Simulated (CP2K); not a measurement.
The system is CdTe.

```
Te Cd
1.0
     4.53255    0.00000    0.00000
     2.26628    3.92531    0.00000
     2.26628    1.30844    3.70082
Te Cd
1 1
Direct
  0.75000 0.75000 0.75000
  0.00000 0.00000 0.00000
```

Base run:

* Program: CP2K 2026.2
* Functional: LDA
* Potentials or basis: POTENTIAL_UZH Te GTH-PBE-q6, Cd GTH-PBE-q12; TZVP-MOLOPT-PBE-GTH basis
* Density cutoff: 9184 eV
* k mesh: 7 × 7 × 7
* Occupations: fermi-dirac, width 0.05 eV
* Spin: no spin polarisation

Its results: band gap on the k mesh 0.61 eV, direct; pressure 1.9 GPa.

Question: The run is repeated on the same cell with these changes: functional from LDA to RPBE. What comes out?

Answer: Band gap on the k mesh 1.01 eV, direct; pressure 6.1 GPa.

RPBE binds less tightly than LDA, so the same cell stands under more pressure.

Caveats: the potentials were made for another functional, which shifts forces and pressure; spin-orbit coupling is left out, which moves the levels of the heavy elements; the basis of atomic orbitals isn't converged, which shifts pressures, moduli and gaps.
